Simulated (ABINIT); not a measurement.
Runs of ABINIT 10.8.3 (patched build) on Ti. The structure is hexagonal, space group P6_3/mmc (No. 194). Conventional cell: a = 2.950 Å, b = 2.950 Å, c = 4.680 Å, α = 90.00°, β = 90.00°, γ = 120.00°. Ti (site symmetry -6m2) is surrounded by 12 Ti at 2.89 to 2.95 Å. 

```csv
task,level,potentials or basis,cell,k mesh,cell freedom (optcell),cutoff smearing ecutsm (Ha),optimiser (ionmov),force stop (Ha/bohr),mesh quality,gap on the mesh (eV),pressure (GPa)
relaxation of cell and atoms,PBE+D3,JTH PAW PBE v2.0,relaxed to 1 GPa,10 × 10 × 6,2,0.5,2,5e-05,not flagged,none,1.0
relaxation of cell and atoms,LDA-PZ,JTH PAW LDA v2.0,relaxed to 20 GPa,10 × 10 × 6,2,0.5,2,5e-05,not flagged,none,20.0
single point,LDA,JTH PAW LDA v2.0,as given,13 × 13 × 8,-,-,-,-,not flagged,none,(a)
single point,PBEsol,JTH PAW PBE v2.0,as given,8 × 8 × 5,-,-,-,-,not flagged,none,-5.5
single point,PBE,JTH PAW PBE v2.0,as given,6 × 6 × 4,-,-,-,-,coarse,none,-1.3
band structure,BLYP,JTH PAW PBE v2.0,as given,10 × 10 × 6,-,-,-,-,not flagged,none,1.3
band structure,WC,JTH PAW PBE v2.0,as given,10 × 10 × 6,-,-,-,-,not flagged,none,(b)
```

Alike in all rows: no spin polarisation; cutoff (eV) 408; smearing fermi-dirac 0.05 eV.

Task: Estimate the missing entries.

Result: (a) -9.5; (b) -5.4.

Caveats: some runs use coarse meshes; the PAW data sets were made with another functional, which shifts forces and pressure a little (some runs); pairwise dispersion overbinds metals, which lowers pressure and volume (some runs).

A gap of «none» marks a metal or a gap under the smearing width.
